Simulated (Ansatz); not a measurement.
# Direct or indirect: SiI2 sheet (P-3m1)

```
I Si
1.0
     4.20978    0.00000    0.00000
    -2.10489    3.64577    0.00000
     0.00000    0.00000   18.40000
I Si
2 1
Direct
  0.00000 0.00000 0.59227
  0.66667 0.33333 0.40773
  0.33333 0.66667 0.50000
```

Method: Ansatz, PBE, independent particles, without spin-orbit coupling, line width 0.15 eV (Gaussian). The band structure gives a fundamental gap of 1.66 eV. The spectrum of vertical transitions near the edge:

| E (eV) | absorbance (%), E ∥ xy |
| --- | --- |
| 1.20 | 0.00 |
| 1.32 | 0.00 |
| 1.44 | 0.00 |
| 1.56 | 0.00 |
| 1.68 | 0.00 |
| 1.80 | 0.01 |
| 1.92 | 0.27 |
| 2.04 | 1.62 |
| 2.16 | 3.81 |
| 2.28 | 5.40 |
| 2.40 | 7.89 |
| 2.52 | 10.94 |
| 2.64 | 12.33 |
| 2.76 | 11.94 |
| 2.88 | 11.51 |
| 3.00 | 12.32 |
| 3.12 | 14.17 |
| 3.24 | 16.45 |
| 3.36 | 17.44 |

(1) Is the gap direct or indirect, and about where do vertical transitions set in?

Answers

(1) Indirect, by the band path, whose least direct gap is 2.11 eV. The curves fit this: they stay near zero above 1.66 eV and rise only from about 2.1 eV, though a forbidden direct transition would look alike. Lines are broadened by 0.15 eV, which spreads the edge, and phonons, which would give weak absorption from the fundamental gap up, are left out.

Cells made by substitution are models, which may or may not match a known phase.

[Logs are printed without paths, hosts, clocks, repeated set-up lines and the standing remarks that a program may print on its own settings, such as how far it seeks lower states.]
